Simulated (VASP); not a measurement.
# Dy (P6_3/mmc) in VASP: single point with PBE+U

Aim: the single point of Dy with PBE+U.

Program: VASP 6.6.1. These are calculated values, not measurements. Logs are shortened: lines on timing, memory, paths and dates and some standing lists are left out, and cuts for length are marked.

### Step 1. The crystal as given

Symmetry: P6_3/mmc, No. 194, hexagonal system. The conventional cell has a = 3.590 Å, b = 3.590 Å, c = 5.647 Å, α = 90.00°, β = 90.00°, γ = 120.00°. Dy (site symmetry -6m2) is surrounded by 12 Dy at 3.50 to 3.59 Å.

### Step 2. Single point, PBE+U, collinear spin, typed start

INCAR

```
SYSTEM = Dy
ALGO = Normal ; EDIFF = 1E-7
ENCUT = 520 ; GGA = PE
ISIF = 2 ; ISMEAR = 0
ISPIN = 2 ; LASPH = .TRUE.
LCHARG = .TRUE. ; LDAU = .TRUE.
LDAUJ = 0 ; LDAUL = 3
LDAUPRINT = 1 ; LDAUTYPE = 2
LDAUU = 4 ; LELF = .TRUE.
LMAXMIX = 6 ; LORBIT = 11
LREAL = .FALSE. ; LVHAR = .TRUE.
LWAVE = .FALSE. ; MAGMOM = 5 5
NBANDS = 31 ; NELM = 150
PREC = Accurate ; SIGMA = 0.05
```

KPOINTS

```
k-points
0
G
  5 5 3
  0 0 0
```

POSCAR

```
Dy
1.0
    3.5899994044      0.0000000000      0.0000000000
   -1.7949997022      3.1090306838      0.0000000000
    0.0000000000      0.0000000000      5.6470690631
Dy
2
Direct
    0.3333333333      0.6666666667      0.7500000000
    0.6666666667      0.3333333333      0.2500000000
```

Potentials or basis: VASP PAW PBE potentials, release 64 (Dy).

Command:

```
$ cat potpaw_PBE.64/Dy/POTCAR > POTCAR
$ mpirun -np 1 vasp_std > vasp.out
```

OUTCAR:

```text
SYSTEM = Dy
   EDIFF = 1E-7
   ENCUT = 520
   GGA = PE
   ISIF = 2
   ISMEAR = 0
   ISPIN = 2
   LASPH = .TRUE.
   LORBIT = 11
   LREAL = .FALSE.
   NELM = 150
   PREC = Accurate

 ion  position               nearest neighbor table
   1  0.333  0.667  0.750-   2 3.50   2 3.50   2 3.50   2 3.50   2 3.50   2 3.50
   2  0.667  0.333  0.250-   1 3.50   1 3.50   1 3.50   1 3.50   1 3.50   1 3.50

  LATTYP: Found a hexagonal cell.
 ALAT       =     3.5899994044
 C/A-ratio  =     1.5730000000

  Lattice vectors:

 A1 = (   3.5899994044,   0.0000000000,   0.0000000000)
 A2 = (  -1.7949997022,   3.1090306838,   0.0000000000)
 A3 = (   0.0000000000,   0.0000000000,   5.6470690631)

Analysis of symmetry for initial positions (statically):
=====================================================================
 Subroutine PRICEL returns:
 Original cell was already a primitive cell.

 Routine SETGRP: Setting up the symmetry group for a
 hexagonal supercell.

 Subroutine GETGRP returns: Found 24 space group operations
 (whereof 12 operations were pure point group operations)
 out of a pool of 24 trial point group operations.

The static configuration has the point symmetry D_3d.
 The point group associated with its full space group is D_6h.

Analysis of symmetry for dynamics (positions and initial velocities):
=====================================================================
 Subroutine PRICEL returns:
 Original cell was already a primitive cell.

 Routine SETGRP: Setting up the symmetry group for a
 hexagonal supercell.

 Subroutine GETGRP returns: Found 24 space group operations
 (whereof 12 operations were pure point group operations)
 out of a pool of 24 trial point group operations.

The dynamic configuration has the point symmetry D_3d.
 The point group associated with its full space group is D_6h.

Analysis of structural, dynamic, and magnetic symmetry:
=====================================================================
 Subroutine PRICEL returns:
 Original cell was already a primitive cell.

 Routine SETGRP: Setting up the symmetry group for a
 hexagonal supercell.

 Subroutine GETGRP returns: Found 24 space group operations
 (whereof 12 operations were pure point group operations)
 out of a pool of 24 trial point group operations.

The overall configuration has the point symmetry D_3d.
 The point group associated with its full space group is D_6h.

 Subroutine INISYM returns: Found 24 space group operations
 (whereof 12 operations are pure point group operations),
 and found     1 'primitive' translations

----------------------------------------------------------------------------------------

                                     Primitive cell

  volume of cell :      63.0293

  direct lattice vectors                    reciprocal lattice vectors
     3.589999404  0.000000000  0.000000000     0.278551578  0.160821829  0.000000000
    -1.794999702  3.109030684  0.000000000     0.000000000  0.321643657  0.000000000
[... 162 lines left out ...]
  0.9954 -0.0000  0.0000 -0.0000 -0.0000  0.0000 -0.0000
 -0.0000  0.9961 -0.0000 -0.0000 -0.0000  0.0000  0.0000
  0.0000 -0.0000  0.9958 -0.0000 -0.0000  0.0000  0.0000
 -0.0000 -0.0000 -0.0000  0.9958  0.0000  0.0000 -0.0000
 -0.0000 -0.0000 -0.0000  0.0000  0.9958  0.0000  0.0000
  0.0000  0.0000  0.0000  0.0000  0.0000  0.9961  0.0000
 -0.0000  0.0000  0.0000 -0.0000  0.0000  0.0000  0.9953

spin component  2

  0.9894  0.0000  0.0000  0.0000 -0.0000  0.0000  0.0000
  0.0000  0.0274  0.0000 -0.0000  0.0000 -0.0000 -0.0000
  0.0000  0.0000  0.0021  0.0000 -0.0000  0.0000  0.0000
  0.0000 -0.0000  0.0000  0.9895 -0.0000  0.0000  0.0000
 -0.0000  0.0000 -0.0000 -0.0000  0.0021 -0.0000  0.0000
  0.0000 -0.0000  0.0000  0.0000 -0.0000  0.0274 -0.0000
  0.0000 -0.0000  0.0000  0.0000  0.0000 -0.0000  0.0010

 occupancies and eigenvectors

  o =  0.0010  v =  0.0000  0.0000  0.0000  0.0000  0.0000  0.0000  0.0000  0.0000 -0.0000  0.0000  0.0000  0.0000 -0.0000 -1.0000      0.0000  0.0000  0.0000  0.0000  0.0000  0.0000  0.0000  0.0000  0.0000  0.0000  0.0000  0.0000  0.0000  0.0000
  o =  0.0021  v =  0.0000  0.0000  0.0000  0.0000  0.0000  0.0000  0.0000  0.0000 -0.0000 -0.0008 -0.0000 -1.0000  0.0000 -0.0000      0.0000  0.0000  0.0000  0.0000  0.0000  0.0000  0.0000  0.0000  0.0000  0.0000  0.0000  0.0000  0.0000  0.0000
  o =  0.0021  v =  0.0000  0.0000  0.0000  0.0000  0.0000  0.0000  0.0000 -0.0000 -0.0000  1.0000 -0.0000 -0.0008 -0.0000 -0.0000      0.0000  0.0000  0.0000  0.0000  0.0000  0.0000  0.0000  0.0000  0.0000  0.0000  0.0000  0.0000  0.0000  0.0000
  o =  0.0274  v =  0.0000  0.0000  0.0000  0.0000  0.0000  0.0000  0.0000  0.0000 -1.0000 -0.0000  0.0000  0.0000 -0.0022  0.0000      0.0000  0.0000  0.0000  0.0000  0.0000  0.0000  0.0000  0.0000  0.0000  0.0000  0.0000  0.0000  0.0000  0.0000
  o =  0.0274  v =  0.0000  0.0000  0.0000  0.0000  0.0000  0.0000  0.0000 -0.0000 -0.0022 -0.0000 -0.0000  0.0000  1.0000 -0.0000      0.0000  0.0000  0.0000  0.0000  0.0000  0.0000  0.0000  0.0000  0.0000  0.0000  0.0000  0.0000  0.0000  0.0000
  o =  0.9894  v =  0.0000  0.0000  0.0000  0.0000  0.0000  0.0000  0.0000  1.0000  0.0000  0.0000  0.0000 -0.0000  0.0000  0.0000      0.0000  0.0000  0.0000  0.0000  0.0000  0.0000  0.0000  0.0000  0.0000  0.0000  0.0000  0.0000  0.0000  0.0000
  o =  0.9895  v =  0.0000  0.0000  0.0000  0.0000  0.0000  0.0000  0.0000  0.0000  0.0000  0.0000 -1.0000  0.0000 -0.0000 -0.0000      0.0000  0.0000  0.0000  0.0000  0.0000  0.0000  0.0000  0.0000  0.0000  0.0000  0.0000  0.0000  0.0000  0.0000
  o =  0.9953  v =  0.0000 -0.0000 -0.0000  0.0000 -0.0000  0.0000  1.0000  0.0000  0.0000  0.0000  0.0000  0.0000  0.0000  0.0000      0.0000  0.0000  0.0000  0.0000  0.0000  0.0000  0.0000  0.0000  0.0000  0.0000  0.0000  0.0000  0.0000  0.0000
  o =  0.9954  v =  1.0000  0.0000 -0.0000  0.0000  0.0000 -0.0000 -0.0000  0.0000  0.0000  0.0000  0.0000  0.0000  0.0000  0.0000      0.0000  0.0000  0.0000  0.0000  0.0000  0.0000  0.0000  0.0000  0.0000  0.0000  0.0000  0.0000  0.0000  0.0000
  o =  0.9958  v =  0.0000  0.0000  0.0000 -0.0000  1.0000  0.0000  0.0000  0.0000  0.0000  0.0000  0.0000  0.0000  0.0000  0.0000      0.0000  0.0000  0.0000  0.0000  0.0000  0.0000  0.0000  0.0000  0.0000  0.0000  0.0000  0.0000  0.0000  0.0000
  o =  0.9958  v =  0.0000  0.0000  1.0000  0.0000 -0.0000 -0.0000 -0.0000  0.0000  0.0000  0.0000  0.0000  0.0000  0.0000  0.0000      0.0000  0.0000  0.0000  0.0000  0.0000  0.0000  0.0000  0.0000  0.0000  0.0000  0.0000  0.0000  0.0000  0.0000
  o =  0.9958  v = -0.0000  0.0000 -0.0000  1.0000  0.0000 -0.0000 -0.0000  0.0000  0.0000  0.0000  0.0000  0.0000  0.0000  0.0000      0.0000  0.0000  0.0000  0.0000  0.0000  0.0000  0.0000  0.0000  0.0000  0.0000  0.0000  0.0000  0.0000  0.0000
  o =  0.9961  v =  0.0000  0.0205 -0.0000  0.0000 -0.0000  0.9998 -0.0000  0.0000  0.0000  0.0000  0.0000  0.0000  0.0000  0.0000      0.0000  0.0000  0.0000  0.0000  0.0000  0.0000  0.0000  0.0000  0.0000  0.0000  0.0000  0.0000  0.0000  0.0000
  o =  0.9961  v =  0.0000 -0.9998  0.0000  0.0000  0.0000  0.0205 -0.0000  0.0000  0.0000  0.0000  0.0000  0.0000  0.0000  0.0000      0.0000  0.0000  0.0000  0.0000  0.0000  0.0000  0.0000  0.0000  0.0000  0.0000  0.0000  0.0000  0.0000  0.0000

 number of electron      39.9999978 magnetization      11.3598760

 Free energy of the ion-electron system (eV)
  ---------------------------------------------------
  ext. energy  EPLUGINS =         0.00000000
  ---------------------------------------------------
  free energy    TOTEN  =       -14.58746749 eV

  energy without entropy =      -14.58199626  energy(sigma->0) =      -14.58473187

 E-fermi :   2.9719     XC(G=0): -10.1992

 val. band max:        2.9654050142   @ k =   0.4000   0.2000   0.3333
 cond. band min:       2.9915127051   @ k =   0.4000   0.2000   0.3333
 fundamental gap:      0.0261076908
 Fermi energy:         2.9719186695

 spin component 1

 k-point     1 :       0.0000    0.0000    0.0000
  band No.  band energies     occupation
      1     -45.4090      1.00000
      2     -45.3469      1.00000
      3     -21.5194      1.00000
      4     -20.8227      1.00000
      5     -20.7363      1.00000
      6     -20.7363      1.00000
[... 329 lines left out ...]
     30       6.2841      0.00000
     31       7.6842      0.00000
 Fermi energy:         2.9719186695

 spin component 2

 k-point     1 :       0.0000    0.0000    0.0000
  band No.  band energies     occupation
      1     -43.0650      1.00000
      2     -42.9928      1.00000
      3     -19.7723      1.00000
      4     -19.0066      1.00000
      5     -19.0066      1.00000
      6     -18.9798      1.00000
[... 329 lines left out ...]
     30       7.3441      0.00000
     31       8.6835      0.00000

------------------------ aborting loop because EDIFF is reached ----------------------------------------

  FORCE on cell =-STRESS in cart. coord.  units (eV):
  Direction    XX          YY          ZZ          XY          YZ          ZX
  --------------------------------------------------------------------------------------
  -------------------------------------------------------------------------------------
  Total        0.2897420      0.2897420      1.1102438      0.0000000      0.0000000      0.0000000
  in kB        7.3651161      7.3651161     28.2219138      0.0000000      0.0000000      0.0000000
  external PRESSURE =      14.3173820 kB  Pullay stress =       0.0000000 kB

 VOLUME and BASIS-vectors are now :
 -----------------------------------------------------------------------------
  energy-cutoff  :      520.00
  volume of cell :       63.03
      direct lattice vectors                 reciprocal lattice vectors
     3.589999404  0.000000000  0.000000000     0.278551578  0.160821829  0.000000000
    -1.794999702  3.109030684  0.000000000     0.000000000  0.321643657  0.000000000
     0.000000000  0.000000000  5.647069063     0.000000000  0.000000000  0.177083012

 POSITION                                       TOTAL-FORCE (eV/Angst)
 -----------------------------------------------------------------------------------
     -0.00000      2.07269      4.23530         0.000000     -0.000000      0.000000
      1.79500      1.03634      1.41177        -0.000000      0.000000      0.000000
 -----------------------------------------------------------------------------------
    total drift:                               -0.000000      0.000000     -0.000000

  FREE ENERGIE OF THE ION-ELECTRON SYSTEM (eV)
  ---------------------------------------------------
  free  energy   TOTEN  =       -14.5874674857 eV

  energy  without entropy=      -14.5819962622  energy(sigma->0) =      -14.58473187

 total charge

# of ion       s       p       d       f       tot
--------------------------------------------------
    1        2.171   5.802   0.651   9.003  17.627
    2        2.171   5.802   0.651   9.003  17.627
--------------------------------------------------
tot          4.342  11.603   1.302  18.006  35.253

 magnetization (x)

# of ion       s       p       d       f       tot
--------------------------------------------------
    1        0.014  -0.005   0.241   4.928   5.179
    2        0.014  -0.005   0.241   4.928   5.179
--------------------------------------------------
tot          0.028  -0.009   0.483   9.856  10.358
```

It took 1.7 min on 1 thread of AMD EPYC 9R45 (Zen 5), shared host; peak memory 0.19 GiB.

Results:

| Property | Result |
| --- | --- |
| Free energy | -14.5875 eV |
| Pressure | 1.4 GPa |
| Band gap on the k mesh | none (metal or under the smearing width) |
| Net moment | 11.36 μB per cell |
| Site moments | Dy +5.18 μB |
| Valence electrons inside the program's atomic spheres | Dy 17.63 |

Eigenvalues of the final occupation matrices:
```
    site  spin  trace                         eigenvalues
site 1 f     1   6.97  1.00 1.00 1.00 1.00 1.00 1.00 1.00
site 1 f     2   2.04  0.00 0.00 0.00 0.03 0.03 0.99 0.99
site 2 f     1   6.97  1.00 1.00 1.00 1.00 1.00 1.00 1.00
site 2 f     2   2.04  0.00 0.00 0.00 0.03 0.03 0.99 0.99
```

Caveat: the k mesh is coarse (spacing up to 0.40 Å⁻¹), so the values aren't converged; the magnetic or orbital state may not be the lowest; spin-orbit coupling is left out, which moves the levels of the heavy elements. The state reached can hang on the start; a lower one may exist.
